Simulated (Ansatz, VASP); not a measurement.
# AlN in VASP and in Ansatz

File INCAR:

```
PREC = Accurate
ENCUT = 520
EDIFF = 1E-7
ISMEAR = 0
SIGMA = 0.05
LREAL = F
LASPH = T
NELM = 60
ALGO = Normal
ISIF = 2
LWAVE = F
LCHARG = F
GGA = PE
NBANDS = 11
```

Contents of KPOINTS:

```
regular mesh
0
Gamma
  10 10 10
```

The input POSCAR:

```
AlN
1.0
    0.0000000000      2.1839935596      1.9655942036
    2.1839935596      0.0000000000      1.9655942036
    2.1839935596      2.1839935596      0.0000000000
Al N
1 1
Direct
    0.0000000000      0.0000000000      0.0000000000
    0.7500000000      0.7500000000      0.7500000000
```

Input for Ansatz:

```yaml
crystal:
  lattice:
    - [0.0, 2.1839935596, 1.9655942036]
    - [2.1839935596, 0.0, 1.9655942036]
    - [2.1839935596, 2.1839935596, 0.0]
  atoms:
    - { symbol: Al, position: [0.0, 0.0, 0.0] }
    - { symbol: "N", position: [0.75, 0.75, 0.75] }
basis:
  ecutwfc: 420
kpoints:
  mp_grid: { grid: [10, 10, 10] }
hamiltonian:
  xc: pbe
scf:
  occupations: { method: gaussian, width: 0.05 }
output:
  forces: true
  stress: true
  eigenvalues: true
```

Change from the starting cell: strain -0.1000 x Voigt [0, 0, 1, 0, 0, 0], atoms carried along.

Alike in both runs: task single point; functional PBE; k mesh 10 × 10 × 10; occupations gaussian, width 0.05 eV; no spin polarisation.

|  | VASP | Ansatz |
| --- | --- | --- |
| version | VASP 6.6.1 | Ansatz 0.2.0 |
| potentials or method | VASP PAW PBE potentials, release 64 (Al, N) | scalar-relativistic, plane waves, PAW |
| plane-wave cutoff (eV) | 520 | 420 |
| valence electrons in the cell | 8 | 8 |

Ansatz gave:

```
gap on the k mesh at the Fermi level (eV)       : 2.88
least direct gap on the mesh (eV)               : 4.86
pressure (GPa)                                  : 30.7
largest component of the traceless stress (GPa) : 4.66
```

Estimate VASP's values.

gap on the k mesh at the Fermi level (eV): 2.86; least direct gap on the mesh (eV): 4.87; pressure (GPa): 30.6; largest component of the traceless stress (GPa): 4.71.

With one functional, cell and mesh, what is left measures potentials, basis and numerics.

Caveats: so large a pressure means that the cell lies far from this level's equilibrium, or that cutoff or potentials fall short (VASP). A k mesh can miss the band edges.
